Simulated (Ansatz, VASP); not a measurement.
# Cross-check of Te2Mo between VASP and Ansatz, part 2 of 2

Wanted: the spread between two codes on one cell, functional and k mesh. The structure shown is the start of the Ansatz relaxation below; VASP solves that cell, so the two are compared at the walk's first step.

VASP 6.6.1 and Ansatz 0.2.0.

So far. Step 4 (Differences): The forces differ by 3.2 meV/Å r.m.s., which is 1.5 % of the r.m.s. force of 0.210 eV/Å (both taken over all components). With vacuum in the cell, a pressure given here is an average over mostly empty space and none of the material.

### Step 7. VASP: single point, PBE, start cell

Level of this step: PBE, no spin polarisation; plane waves and PAW (Te, Mo_sv) (VASP).

The same cell, functional, mesh and smearing now go to VASP, with its own data sets.

INCAR reads:

```
SYSTEM = Te2Mo
PREC = Accurate
ENCUT = 400
EDIFF = 1E-06
NELM = 120
ISMEAR = -1
SIGMA = 0.02
LREAL = .FALSE.
ALGO = Normal
GGA = PE
NBANDS = 19
LASPH = .TRUE.
LORBIT = 11
LWAVE = .FALSE.
LCHARG = .FALSE.
ISIF = 2
GGA_COMPAT = .FALSE.
EFERMI = MIDGAP
KPAR = 2
```

POSCAR reads:

```
Te2Mo
1.0
    3.5182000000      0.0000000000      0.0000000000
   -1.7591000000      3.0468510000      0.0000000000
    0.0000000000      0.0000000000     19.6051890000
Te Mo
2 1
Direct
    0.6666666667      0.3333333333      0.5919447652
    0.6666666667      0.3333333333      0.4080552348
    0.3333333333      0.6666666667      0.4999999745
```

KPOINTS reads:

```
Automatic mesh
0
Gamma
12 12 1
0 0 0
```

The projector-augmented-wave data sets are Te and Mo_sv (PBE family, release 64).

The run is started by

```bash
mpirun -np 2 vasp_std
```

Numbers of over 12 decimals in the logs are rounded to 6 here.

The log of the run:

```text
[banner, memory and clock lines left out]
running    2 mpi-ranks, on    1 nodes
[...]
LDA part: xc-table for (Slater+PW92), standard interpolation
 POSCAR, INCAR and KPOINTS ok, starting setup
[...]
entering main loop
       N       E                     dE             d eps       ncg     rms          rms(c)
DAV:   1     0.104668936411E+03    0.10467E+03   -0.11866E+04  1026   0.868E+02
DAV:   2    -0.115073358576E+02   -0.11618E+03   -0.11386E+03   973   0.190E+02
DAV:   3    -0.185114229559E+02   -0.70041E+01   -0.69471E+01  1025   0.398E+01
DAV:   4    -0.186683186887E+02   -0.15690E+00   -0.15674E+00  1029   0.597E+00
[...]
DAV:  20    -0.180100352405E+02   -0.99167E-05   -0.32562E-07   638   0.152E-03    0.439E-04
DAV:  21    -0.180100396684E+02   -0.44279E-05   -0.26845E-07   656   0.117E-03    0.244E-04
DAV:  22    -0.180100399888E+02   -0.32033E-06   -0.57646E-09   500   0.274E-04
   1 F= -.18010040E+02 E0= -.18010040E+02  d E =-.126026E-13
```

OUTCAR, selected parts (step 7):

```text
  Total        0.9884415      0.9884418      0.8876628      0.0000000     -0.0000000      0.0000000
  in kB        7.5356167      7.5356188      6.7673064      0.0000000     -0.0000000      0.0000000
  external PRESSURE =       7.2795139 kB  Pullay stress =       0.0000000 kB

 POSITION                                       TOTAL-FORCE (eV/Angst)
 -----------------------------------------------------------------------------------
      1.75910      1.01562     11.60519        -0.000000      0.000000      0.277415
      1.75910      1.01562      8.00000        -0.000000      0.000000     -0.277415
     -0.00000      2.03123      9.80259         0.000000      0.000000      0.000000
 -----------------------------------------------------------------------------------
    total drift:                                0.000000      0.000008      0.001400

  FREE ENERGIE OF THE ION-ELECTRON SYSTEM (eV)
  ---------------------------------------------------
  free  energy   TOTEN  =       -18.0100399888 eV

  energy  without entropy=      -18.0100399888  energy(sigma->0) =      -18.01003999

[... 2 parts as in an earlier step ...]

[... 1 further part left out ...]
[key lines of the parts left out:]
E-fermi :   0.2847
```

### Step 8. Comparison

What differs besides the data sets and the points named for the pairs above, as far as they apply: the data sets hold 46 valence electrons in Ansatz (on its default PAW (the set named soft_2) files) and 26 in VASP. Total energies have different zeros and are not compared.

Forces (eV/Å; atoms numbered as in POSCAR):

```
atom        Ansatz x, y, z          VASP x, y, z
 Te1   0.000, 0.000, 0.262   0.000, 0.000, 0.277
 Te2  0.000, 0.000, -0.262  0.000, 0.000, -0.277
 Mo3   0.000, 0.000, 0.000   0.000, 0.000, 0.000
```

The forces differ by 7.1 meV/Å r.m.s., which is 5.4 % of the r.m.s. force of 0.131 eV/Å (both taken over all components). With vacuum in the cell, a pressure given here is an average over mostly empty space and none of the material.

### Step 9. Further runs

Further runs change the set-up of one program: Ansatz's method, potentials or start, or VASP's data sets, cutoff or form of LDA. The table gives that difference for each run.

```
                         run  r.m.s. force difference (meV/Å)
                    as above                              7.1
VASP with a cutoff of 500 eV (perhaps on Ansatz's relaxed cell)                              6.2
```

### Step 10. Ansatz: relaxation, LDA

The two programs are compared at the cell with which this relaxation starts, whose forces are those of its first step.

The structure compared here is the start of the Ansatz relaxation; VASP solves that cell, so the two are compared at the walk's first step.

input.yaml reads:

```yaml
crystal:
  lattice:
    - [3.5182, 0.0, 0.0]
    - [-1.7591, 3.046850576, 0.0]
    - [0.0, 0.0, 19.6051888]
  atoms:
    - { symbol: Te, position: [0.666666667, 0.333333333, 0.591944761] }
    - { symbol: Mo, position: [0.333333333, 0.666666667, 0.5] }
    - { symbol: Te, position: [0.666666667, 0.333333333, 0.408055239] }
kpoints:
  mp_grid: { grid: [12, 12, 1] }
scf:
  occupations: { method: fermi_dirac, width: 0.02 }
  n_extra_bands: 8
hamiltonian:
  xc: lda
  pseudopotentials: { kind: paw }
output:
  forces: true
  write_potential: true
  volumetric_format: []
relax:
  f_tol: 0.01
  max_steps: 40
  cell: { fix: [c, alpha, beta] }
```

The run is started by

```bash
ansatz run input.yaml --threads 4 --pin off --max-ram 8192MiB --backend cpu --events-out ev --progress --plain --runs-dir out
```

The log of the run:

```text
[...]
Crystal: 3 atoms, lattice volume = 210.156 Å³
Basis set: ecut = 420 eV, 4091 PW (Γ)
Bands: 31, of which v1, the nominal top of the filled ones, is band 23 counted from 1 (22 counted from 0)
Symmetry: 12 space group operations
[...]
k-points: 19 of 144 (time reversal used)
[...]
--- Relaxed structure (6 steps of the walk, 5 accepted, 1 SCFs on fresh bases) ---
[...]
cell:  # Å, volume = 204.0747 Å³
    - [3.466919, 0.0, 0.0]
    - [-1.733460, 3.002440, 0.0]
    - [0.0, 0.0, 19.6051888]
  atoms:
    - { symbol: Te, position: [0.666667, 0.333333, 0.591540] }
    - { symbol: Mo, position: [0.333333, 0.666667, 0.500000] }
    - { symbol: Te, position: [0.666667, 0.333333, 0.408460] }
[key lines of the parts left out:]
SCF converged after 6 iterations
Free energy (F): -18497.970145 eV
Fermi energy:    1.774624 eV
P = ⅓ Tr σ = 0.0004 GPa (0.004 kbar)
```

### Step 11. VASP: single point, LDA, start cell

The same cell, functional (in two slightly different forms), mesh and smearing now go to VASP, with its own data sets.

Changes to INCAR since step 7:

```diff
@@ -9,3 +9,3 @@
 ALGO = Normal
-GGA = PE
+GGA = CA
 NBANDS = 19
```

POSCAR is that of step 7.

KPOINTS is that of step 7.

PAW data sets: Te and Mo_sv (LDA family, release 64).

The run is started by

```bash
mpirun -np 2 vasp_std
```

The log of the run:

```text
[banner, memory and clock lines left out]
running    2 mpi-ranks, on    1 nodes
[...]
LDA part: xc-table for (Slater(with rela. corr.)+CA(PZ))
 , standard interpolation
 POSCAR, INCAR and KPOINTS ok, starting setup
[...]
entering main loop
       N       E                     dE             d eps       ncg     rms          rms(c)
DAV:   1     0.105885699466E+03    0.10589E+03   -0.11842E+04  1018   0.868E+02
DAV:   2    -0.143218478270E+02   -0.12021E+03   -0.11782E+03   949   0.197E+02
DAV:   3    -0.210205092275E+02   -0.66987E+01   -0.66470E+01   981   0.402E+01
DAV:   4    -0.211851787311E+02   -0.16467E+00   -0.16456E+00  1035   0.618E+00
[...]
DAV:  20    -0.204477606523E+02   -0.98514E-05   -0.41454E-07   621   0.273E-03    0.211E-03
DAV:  21    -0.204477647121E+02   -0.40598E-05   -0.17059E-07   616   0.127E-03    0.671E-04
DAV:  22    -0.204477655598E+02   -0.84771E-06   -0.25425E-08   507   0.652E-04
   1 F= -.20447766E+02 E0= -.20447766E+02  d E =-.141685E-13
```

Parts of OUTCAR (step 11):

```text
  Total       -1.5665111     -1.5665115     -1.2804910      0.0000000     -0.0000000      0.0000000
  in kB      -11.9426659    -11.9426693     -9.7621241      0.0000000     -0.0000000      0.0000000
  external PRESSURE =     -11.2158198 kB  Pullay stress =       0.0000000 kB

 POSITION                                       TOTAL-FORCE (eV/Angst)
 -----------------------------------------------------------------------------------
      1.75910      1.01562     11.60519         0.000000     -0.000000     -0.330621
      1.75910      1.01562      8.00000         0.000000     -0.000000      0.330621
     -0.00000      2.03123      9.80259        -0.000000      0.000000      0.000000
 -----------------------------------------------------------------------------------
    total drift:                                0.000000      0.000008      0.001381

  FREE ENERGIE OF THE ION-ELECTRON SYSTEM (eV)
  ---------------------------------------------------
  free  energy   TOTEN  =       -20.4477655598 eV

  energy  without entropy=      -20.4477655598  energy(sigma->0) =      -20.44776556

[... 2 parts as in an earlier step ...]

[... 1 further part left out ...]
[key lines of the parts left out:]
E-fermi :   0.0413
```

### Step 12. Comparison

What differs besides the data sets and the points named for the pairs above, as far as they apply: the two LDA forms differ slightly; the data sets hold 46 valence electrons in Ansatz (on its default PAW (the set named soft_2) files) and 26 in VASP; VASP's log shows a relativistic correction to its local exchange, Ansatz's none. Total energies have different zeros and are not compared.

Forces (eV/Å; atoms numbered as in POSCAR):

```
atom        Ansatz x, y, z          VASP x, y, z
 Te1  0.000, 0.000, -0.385  0.000, 0.000, -0.331
 Te2   0.000, 0.000, 0.385   0.000, 0.000, 0.331
 Mo3   0.000, 0.000, 0.000   0.000, 0.000, 0.000
```

The forces differ by 26 meV/Å r.m.s., which is 16.6 % of the r.m.s. force of 0.156 eV/Å (both taken over all components). With vacuum in the cell, a pressure given here is an average over mostly empty space and none of the material.

### Step 13. What the set-up changes

Further runs change the set-up of one program: Ansatz's method, potentials or start, or VASP's data sets, cutoff or form of LDA. The table gives that difference for each run.

```
                         run  r.m.s. force difference (meV/Å)
                    as above                               26
VASP with a cutoff of 500 eV (perhaps on Ansatz's relaxed cell)                               27
```

### Step 14. What came out

```
r.m.s. force difference (single point, RPBE, start cell) : 1.5 % of the r.m.s. force
r.m.s. force difference (single point, PBE, start cell)  : 7.1 meV/Å
r.m.s. force difference (single point, LDA, start cell)  : 26 meV/Å
```

In words: The r.m.s. force difference is 26 meV/Å (single point, LDA, start cell), beyond the 12 meV/Å picked in this series as the mark of a large difference. The data sets hold unlike numbers of valence electrons (46 in Ansatz and 26 in VASP), so part of the differences comes from the potentials. Single point, RPBE, start cell, VASP with a cutoff of 500 eV (perhaps on Ansatz's relaxed cell): r.m.s. force difference goes from 3.2 to 2.3 meV/Å. 4 further runs of this series are not shown here. How closely two codes agree says nothing of how well the functional describes the real material.

[Lines on the potential files, build, host, timing and source positions are cut from VASP's logs without a mark.]

[Logs are printed without paths, hosts, clocks, repeated set-up lines and the standing remarks that a program may print on its own settings, such as how far it seeks lower states.]

[Hosts, paths, dates, database ids (printed as entryN), source tags and the programs' standing remarks are cut or masked in the printed files.]

[Rows of further runs with another cutoff or data set may stand on the cell that Ansatz relaxed, not on the start cell of the pair above them.]
